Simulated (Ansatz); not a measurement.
**Ru: computed properties**

The calculation used Ansatz 0.2.0, DFT PBE, scalar-relativistic, plane waves, PAW.

Plane waves to 420 eV, a k mesh through Γ of 18×18×10 on the computed 2-atom cell and Gaussian smearing (0.10 eV); no spin polarisation.

The structure is relaxed at this level of theory with its symmetry kept.

```
CELL_PARAMETERS angstrom
2.72003 0.00000 0.00000
-1.36001 2.35561 0.00000
0.00000 0.00000 4.29677
ATOMIC_POSITIONS crystal
Ru 0.33333 0.66667 0.25000
Ru 0.66667 0.33333 0.75000
```

(1) Formation energy from the elements' standard states (uncorrected)?

(2) Density of states at the Fermi level?

(3) Löwdin character within 0.5 eV of the Fermi level?

(4) Bader charges (e)?

Answers

(1) +0.002 eV/atom.

(2) 1.70 states/eV per cell.

(3) Ru 4d 94 %.

(4) Ru (2 in the cell) 0.00.